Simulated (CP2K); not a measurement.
# Na under changes of volume

One of the cells (39.256 Å³/atom); the others are scaled copies at fixed shape and fractional positions:

```xyz
1
Lattice="3.7083 0.0000 0.0000 -1.2361 3.4962 0.0000 -1.2361 -1.7481 3.0278" Properties=species:S:1:pos:R:3 pbc="T T T"
Na    0.0000    0.0000    0.0000
```

| Property | Result |
| --- | --- |
| Program | CP2K 2026.2 |
| Functional | PBE |
| Potentials or basis | POTENTIAL_UZH Na GTH-PBE-q9; TZVP-MOLOPT-PBE-GTH basis |
| Density cutoff | 18368 eV |
| k mesh | 9 × 9 × 9 |
| Occupations | methfessel-paxton, width 0.1 eV |
| Spin | no spin polarisation |

```tsv
volume (Å³/atom)	energy over the lowest point (meV/atom)	pressure (GPa)
36.901	0.28	0.1
37.686	0.00	0.0
38.471	0.47	-0.2
39.256	1.62	-0.3
40.041	5.65	-0.5
40.827	?	?
41.612	11.25	-0.7
```

Q: What does the run at 40.827 Å³/atom give?

A: Energy over the lowest point 8.19 meV/atom; pressure -0.6 GPa.

Worked out: A Birch-Murnaghan fit of order 3 (a polynomial in V^(-2/3)) to the other rows has its minimum at 37.64 Å³/atom with B0 = V·E''(V) = 16.1 GPa (rough, since the energies scatter). It gives 8.14 meV/atom at 40.827 Å³/atom, against the run's 8.19, and -dE/dV = -0.6 GPa, against -0.6.

Caveats: the basis of atomic orbitals isn't converged, which shifts pressures, moduli and gaps.
